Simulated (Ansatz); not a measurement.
Task: a convergence test of the plane-wave cutoff of CuI, space group R-3m, with Ansatz 0.2.0, Python API. Give the script and its output. Use (first run): PBEsol, PAW, cutoff 300 eV, 6×6×6 k-points, Fermi-Dirac smearing of 0.05 eV. The script varies cutoff (eV): 300, 375, 450, 525.

Contents of `cui.cif`:
```cif
data_CuI
_cell_length_a 7.235886
_cell_length_b 7.235886
_cell_length_c 7.235886
_cell_angle_alpha 33.37011
_cell_angle_beta 33.37011
_cell_angle_gamma 33.37011
_symmetry_space_group_name_H-M 'P 1'
_symmetry_Int_Tables_number 1
loop_
_symmetry_equiv_pos_as_xyz
'x, y, z'
loop_
_atom_site_label
_atom_site_type_symbol
_atom_site_fract_x
_atom_site_fract_y
_atom_site_fract_z
Cu1 Cu    0.129300    0.129300    0.129300
Cu2 Cu    0.870700    0.870700    0.870700
I3 I    0.000000    0.000000    0.000000
I4 I    0.500000    0.500000    0.500000
```

`ecut_cui.py`:
```python
import warnings

import ansatz as az
from ase.io import read
from tabulate import tabulate

warnings.simplefilter("ignore", az.DeckWarning)

atoms = read("cui.cif")
structure = az.Crystal.from_ase(atoms)

setup = (
    structure.calculation()
    .functional(az.Functional.PBESOL)
    .kpoints(6)
    .occupations("fermi_dirac", width=0.05)
)

rows = []
for value in [300, 375, 450, 525]:
    r = setup.basis(value).run(threads=1, backend="cpu").report
    rows.append((value, r["free_energy_ev"] / len(r["lattice"]["sites"]), r["n_iterations"], r["n_pw"]))

print(tabulate(rows, headers=["cutoff (eV)", "F/atom (eV)", "iterations", "plane waves"], floatfmt=".4f", tablefmt="grid"))

for row in rows[:-1]:
    shift = 1000 * (row[1] - rows[-1][1])
    print(f"{row[0]}: {shift:+.2f} meV/atom" + ("  (within 1 meV)" if abs(shift) < 1 else ""))
```

```console
$ python ecut_cui.py
+---------------+---------------+--------------+---------------+
|   cutoff (eV) |   F/atom (eV) |   iterations |   plane waves |
+===============+===============+==============+===============+
|           300 |    -7010.1482 |            8 |          1219 |
+---------------+---------------+--------------+---------------+
|           375 |    -7010.3074 |            7 |          1701 |
+---------------+---------------+--------------+---------------+
|           450 |    -7010.3098 |            7 |          2183 |
+---------------+---------------+--------------+---------------+
|           525 |    -7010.3111 |            7 |          2815 |
+---------------+---------------+--------------+---------------+
300: +162.83 meV/atom
375: +3.62 meV/atom
450: +1.27 meV/atom
```

The run is spin-unpolarised. The mesh is modest for a metal, so energies can be off by several to tens of meV an atom and pressures by half a GPa or more; differences at equal mesh fare better. Without a Hubbard U or exact exchange, semilocal functionals often make such 3d compounds metallic or too weakly gapped. The starting cell is as deposited in a crystallographic database; the results hold for this polymorph, which needn't be the stable one. Shifts are counted from the last row, which is itself no proven limit. The script silences the warnings on its input, which a real study should read. Timing: 22 s on 1 thread of Arm Neoverse V2 (shared host), peak memory 0.56 GiB.
